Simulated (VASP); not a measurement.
# InP (F-43m) in VASP: a series of runs

One crystal, InP, is run at these levels: PBE, PBEsol; tasks: elastic constants, Born charges and dielectric tensor, phonons.

Program: VASP 6.6.1. These are calculated values, not measurements. Logs are shortened: lines on timing, memory, paths and dates and some standing lists are left out, and cuts for length are marked.

**Experimental background.**

From a printed reference work, data compilation, for a bulk crystal of InP at 1.6 K: band gap 1.4236 eV (direct).

A printed reference work, textbook reports, for a bulk crystal of InP at 300 K: high-frequency dielectric constant 9.61.

The results are compared with them further down.

## (1) Starting point

It takes space group F-43m (No. 216, cubic). The conventional cell has a = 5.861 Å, b = 5.861 Å, c = 5.861 Å, α = 90.00°, β = 90.00°, γ = 90.00°. In (site symmetry -43m) is surrounded by 4 P at 2.54 Å. P (site symmetry -43m) has 4 In at 2.54 Å as nearest neighbours.

## (2) Elastic constants, PBE

POSCAR reads:

```
InP
1.0
    0.0000000000      2.9305000000      2.9305000000
    2.9305000000      0.0000000000      2.9305000000
    2.9305000000      2.9305000000      0.0000000000
In P
1 1
Direct
    0.0000000000      0.0000000000      0.0000000000
    0.7500000000      0.7500000000      0.7500000000
```

INCAR.step1 reads:

```
SYSTEM = InP
PREC = Accurate
ENCUT = 600
EDIFF = 1E-8
ISMEAR = -1
SIGMA = 0.05
LREAL = .False.
LASPH = .True.
NELM = 60
ALGO = Normal
ISIF = 3
LWAVE = .False.
LCHARG = .False.
GGA = PE
IBRION = 2
NSW = 40
EDIFFG = -0.002
```

INCAR.step2 reads:

```
SYSTEM = InP
PREC = Accurate
ENCUT = 600
EDIFF = 1E-8
ISMEAR = -1
SIGMA = 0.05
LREAL = .False.
LASPH = .True.
NELM = 60
ALGO = Normal
ISIF = 3
LWAVE = .False.
LCHARG = .False.
GGA = PE
IBRION = 6
NFREE = 2
POTIM = 0.015
NSW = 1
```

KPOINTS reads:

```
regular mesh
0
Gamma
  6 6 6
  0 0 0
```

Potentials or basis: VASP PAW PBE potentials, release 64 (In_d, P).

On the command line:

```bash
$ cat potpaw_PBE.64/In_d/POTCAR potpaw_PBE.64/P/POTCAR > POTCAR
$ cp INCAR.step1 INCAR
$ mpirun -np 1 vasp_std > vasp.out
$ cp CONTCAR POSCAR
$ cp INCAR.step2 INCAR
$ mpirun -np 1 vasp_std > vasp.out
```

OUTCAR:

```text
SYSTEM = InP
   PREC = Accurate
   ENCUT = 600
   EDIFF = 1E-8
   ISMEAR = -1
   LREAL = .False.
   LASPH = .True.
   NELM = 60
   ISIF = 3
   GGA = PE
   IBRION = 6
   NFREE = 2
   POTIM = 0.015
   NSW = 1

 ion  position               nearest neighbor table
   1  0.000  0.000  0.000-   2 2.58   2 2.58   2 2.58   2 2.58
   2  0.750  0.750  0.750-   1 2.58   1 2.58   1 2.58   1 2.58

  LATTYP: Found a face centered cubic cell.
 ALAT       =     5.9580378905

  Lattice vectors:

 A1 = (   0.0000000000,   2.9790189452,   2.9790189452)
 A2 = (   2.9790189452,   0.0000000000,   2.9790189452)
 A3 = (   2.9790189452,   2.9790189452,   0.0000000000)

Analysis of symmetry for initial positions (statically):
=====================================================================
 Subroutine PRICEL returns:
 Original cell was already a primitive cell.

 Routine SETGRP: Setting up the symmetry group for a
 face centered cubic supercell.

 Subroutine GETGRP returns: Found 24 space group operations
 (whereof 24 operations were pure point group operations)
 out of a pool of 48 trial point group operations.

The static configuration has the point symmetry T_d .

Analysis of symmetry for dynamics (positions and initial velocities):
=====================================================================
 Subroutine PRICEL returns:
 Original cell was already a primitive cell.

 Routine SETGRP: Setting up the symmetry group for a
 face centered cubic supercell.

 Subroutine GETGRP returns: Found 24 space group operations
 (whereof 24 operations were pure point group operations)
 out of a pool of 48 trial point group operations.

The dynamic configuration has the point symmetry T_d .

 Subroutine INISYM returns: Found 24 space group operations
 (whereof 24 operations are pure point group operations),
 and found     1 'primitive' translations

[... 707 lines left out ...]
      3      -9.3835      2.00000
      4      -9.3087      2.00000
      5      -9.2911      2.00000
      6      -4.8353      2.00000
      7      -0.6060      2.00000
      8       2.6191      2.00000
      9       3.4022      2.00000
     10       7.1704      0.00000
     11       9.0553      0.00000
     12      10.3091      0.00000
     13      11.1491      0.00000

 [... further k-points ...]

------------------------ aborting loop because EDIFF is reached ----------------------------------------

  FORCE on cell =-STRESS in cart. coord.  units (eV):
  Direction    XX          YY          ZZ          XY          YZ          ZX
  --------------------------------------------------------------------------------------
  -------------------------------------------------------------------------------------
  Total        0.0046481      0.0067612      0.0067612      0.0000000     -0.1008865      0.0000000
  in kB        0.1408422      0.2048714      0.2048714      0.0000000     -3.0569877      0.0000000
  external PRESSURE =       0.1835283 kB  Pullay stress =       0.0000000 kB
[... 17 lines left out ...]
  FREE ENERGIE OF THE ION-ELECTRON SYSTEM (eV)
  ---------------------------------------------------
  free  energy   TOTEN  =        -8.3947395365 eV

  energy  without entropy=       -8.3946297928  energy(sigma->0) =       -8.39468466

 INTERNAL STRAIN TENSORS FROM STRAINED CELLS
 ============================================

 INTERNAL STRAIN TENSOR FOR ION    1 for displacements in x,y,z  (eV/Angst):
          X           Y           Z          XY          YZ          ZX
  --------------------------------------------------------------------------------
  x    -0.00000    -0.00000     0.00000    -0.00000    -6.73560     0.00000
  y    -0.00000    -0.00000     0.00000    -0.00000     0.00000    -6.73649
  z    -0.00000    -0.00000     0.00000    -6.73621     0.00000     0.00000

 INTERNAL STRAIN TENSORS FROM DISPLACED ATOMS
 ============================================

 INTERNAL STRAIN TENSOR FOR ION    1 for displacements in x,y,z  (eV/Angst):
          X           Y           Z          XY          YZ          ZX
  --------------------------------------------------------------------------------
  x    -0.00000     0.00000     0.00000     0.00000    -6.73191     0.00000
  y     0.00000     0.00000     0.00000     0.00000     0.00000    -6.73191
  z     0.00000     0.00000    -0.00000    -6.73191     0.00000     0.00000

 INTERNAL STRAIN TENSOR FOR ION    2 for displacements in x,y,z  (eV/Angst):
          X           Y           Z          XY          YZ          ZX
  --------------------------------------------------------------------------------
  x    -0.00000     0.00000     0.00000     0.00000     6.72874     0.00000
  y     0.00000     0.00000     0.00000     0.00000     0.00000     6.72874
  z     0.00000     0.00000    -0.00000     6.72874     0.00000     0.00000

 Eigenvectors and eigenvalues of the dynamical matrix
 ----------------------------------------------------

   1 f  =    8.492693 THz    53.361164 2PiTHz  283.285749 cm-1    35.122941 meV
             X         Y         Z           dx          dy          dz
      0.000000  0.000000  0.000000     0.015611   -0.048213    0.458132
      4.468528  4.468528  4.468528    -0.030057    0.092826   -0.882058
[... 21 lines left out ...]
   6 f/i=    0.000031 THz     0.000193 2PiTHz    0.001025 cm-1     0.000127 meV
             X         Y         Z           dx          dy          dz
      0.000000  0.000000  0.000000    -0.009445    0.006638   -0.887363
      4.468528  4.468528  4.468528    -0.004906    0.003448   -0.460888

--------------------------------------------------------------------------------------------------------

 ELASTIC MODULI CONTR FROM IONIC RELAXATION (kBar)
 Direction    XX          YY          ZZ          XY          YZ          ZX
 --------------------------------------------------------------------------------
 XX          -0.0000     -0.0000     -0.0000      0.0000      0.0000      0.0000
 YY          -0.0000     -0.0000     -0.0000      0.0000      0.0000     -0.0000
 ZZ          -0.0000     -0.0000     -0.0000      0.0000      0.0000      0.0000
 XY           0.0000      0.0000      0.0000   -190.6629      0.0000      0.0000
 YZ           0.0000      0.0000      0.0000      0.0000   -190.6629      0.0000
 ZX           0.0000     -0.0000      0.0000      0.0000      0.0000   -190.6629
 --------------------------------------------------------------------------------

 TOTAL ELASTIC MODULI (kBar)
 Direction    XX          YY          ZZ          XY          YZ          ZX
 --------------------------------------------------------------------------------
 XX         874.0815    458.3747    458.3747      0.0000      0.0000     -0.0000
 YY         458.3747    874.0815    458.3747      0.0000     -0.0000     -0.0000
 ZZ         458.3747    458.3747    874.0815      0.0000      0.0000      0.0000
 XY           0.0000      0.0000      0.0000    416.3972      0.0000      0.0000
 YZ           0.0000     -0.0000      0.0000      0.0000    416.3972      0.0000
 ZX          -0.0000     -0.0000      0.0000      0.0000      0.0000    416.3972
 --------------------------------------------------------------------------------
```

OUTCAR.step1:

```text
SYSTEM = InP
   PREC = Accurate
   ENCUT = 600
   EDIFF = 1E-8
   ISMEAR = -1
   LREAL = .False.
   LASPH = .True.
   NELM = 60
   ISIF = 3
   GGA = PE
   IBRION = 2
   NSW = 40
[... 274 lines left out ...]
      1      -9.4336      2.00000
      2      -9.4336      2.00000
      3      -9.4336      2.00000
      4      -9.3051      2.00000
      5      -9.3051      2.00000
      6      -6.5206      2.00000
      7       4.6714      1.98624
      8       4.6714      1.98624
      9       4.6714      1.98624
     10       5.1119      0.04215
     11       8.7556      0.00000
     12       8.7556      0.00000
     13       8.7556      0.00000
[... 267 lines left out ...]
  FREE ENERGIE OF THE ION-ELECTRON SYSTEM (eV)
  ---------------------------------------------------
  free  energy   TOTEN  =        -8.3952431500 eV

  energy  without entropy=       -8.3951363975  energy(sigma->0) =       -8.39518977

 reached required accuracy - stopping structural energy minimisation
```

OSZICAR.step1:

```text
N       E                     dE             d eps       ncg     rms          rms(c)
DAV:   1     0.116558193398E+03    0.11656E+03   -0.93461E+03   416   0.173E+03
DAV:   2    -0.971813240374E-01   -0.11666E+03   -0.11325E+03   421   0.347E+02
DAV:   3    -0.855613752493E+01   -0.84590E+01   -0.83979E+01   556   0.955E+01
[... 37 lines left out ...]
DAV:   7    -0.839524340933E+01    0.89140E-05   -0.11380E-05   501   0.475E-02    0.301E-03
DAV:   8    -0.839524312189E+01    0.28745E-06   -0.50455E-07   526   0.972E-03    0.106E-03
DAV:   9    -0.839524320357E+01   -0.81686E-07   -0.57565E-08   446   0.191E-03    0.306E-04
DAV:  10    -0.839524314992E+01    0.53652E-07   -0.13099E-08   449   0.209E-03    0.245E-04
DAV:  11    -0.839524314999E+01   -0.66393E-10   -0.27516E-09   233   0.658E-04
   3 F= -.83952431E+01 E0= -.83951898E+01  d E =-.250614E-01
```

Wall time 23 min (1 thread of AMD EPYC, shared host); peak memory 0.25 GiB.

Results:

| Quantity | Value |
| --- | --- |
| Relaxed volume | 26.44 Å³/atom |
| Relaxed cell | a = 4.213 Å, b = 4.213 Å, c = 4.213 Å, α = 60.00°, β = 60.00°, γ = 60.00° |
| Space group after relaxing (to 0.05 Å) | F-43m (No. 216) |
| Elastic constants C11, C12, C44 | 87, 46, 42 GPa |
| Voigt bulk modulus | 60 GPa |
| Highest phonon frequency at Γ, LO-TO splitting left out | 283 cm⁻¹ |

Step by step:
```
step  energy change (eV)  largest force (eV/Å)  pressure (GPa)  volume (Å³)
   1              0.0000                0.0000            3.31        50.33
   2             -0.0190                0.0000           -1.40        54.22
   3             -0.0251                0.0000            0.00        52.87
```

Final structure:
```
CELL_PARAMETERS angstrom
0.00000 2.97902 2.97902
2.97902 0.00000 2.97902
2.97902 2.97902 0.00000
ATOMIC_POSITIONS crystal
In 0.00000 0.00000 0.00000
P 0.75000 0.75000 0.75000
```

Phonon frequencies in cm⁻¹ (negative: imaginary):
```
              q point        frequencies
(0.000, 0.000, 0.000)  0 0 0 283 283 283
```

Elastic tensor in Voigt notation (GPa, in the Cartesian axes of the cell as first typed):
```
87 46 46  0  0  0
46 87 46  0  0  0
46 46 87  0  0  0
 0  0  0 42  0  0
 0  0  0  0 42  0
 0  0  0  0  0 42
```

Clamped-ion elastic tensor (GPa):
```
87 46 46  0  0  0
46 87 46  0  0  0
46 46 87  0  0  0
 0  0  0 61  0  0
 0  0  0  0 61  0
 0  0  0  0  0 61
```

[end of part 1 of 2]
